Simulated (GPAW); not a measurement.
A run of GPAW 26.7.0:

run.py

```python
from ase import Atoms
from ase.dft.bandgap import bandgap
from ase.io import write
from ase.units import GPa
from gpaw import GPAW, PW, setup_paths

setup_paths.insert(0, '.')

atoms = Atoms(['Pd'],
              cell=[[-1.599177, 1.54912, 1.628452],
                    [1.602966, -1.50854, 1.591662],
                    [1.577905, 1.487269, -1.587873]],
              scaled_positions=[[0.012912, -0.001045, -0.01217]],
              pbc=True)

calc = GPAW(mode=PW(600),
            xc='PBEsol',
            kpts={'size': (12, 12, 12), 'gamma': True},
            occupations={'name': 'fermi-dirac', 'width': 0.05},
            nbands=17,
            convergence={'density': 1e-05, 'energy': 1e-05},
            maxiter=150,
            txt='gpaw.txt')
atoms.calc = calc
energy = atoms.get_potential_energy()
forces = atoms.get_forces()
stress = atoms.get_stress()
calc.write('gs.gpw')
write('result.traj', atoms)
print(f'Energy: {energy:.6f} eV')
print('Forces (eV/A):')
print(forces.round(4))
print('Stress (GPa):', (stress / GPa).round(3))
print('Fermi level:', round(calc.get_fermi_level(), 4), 'eV')
print(f'Gap: {bandgap(calc)[0]:.4f} eV, direct: {bandgap(calc, direct=True)[0]:.4f} eV')
```

Potentials or basis: PAW data sets generated in the run's folder for this functional, pw.

The run is started by

```sh
$ gpaw-setup -f PBEsol Pd
$ OMP_NUM_THREADS=1 python run.py
```

Hardware: 1 thread of Intel(R) Xeon(R) 6975P-C (Granite Rapids), on a shared host.

Q: Estimate the wall time of this run.

A: Wall time 68 s on 1 thread of Intel(R) Xeon(R) 6975P-C (Granite Rapids), with other jobs on the host, peak memory 0.32 GiB. Counts: scf iterations 9, plane waves 535, bands 17, k points 868.
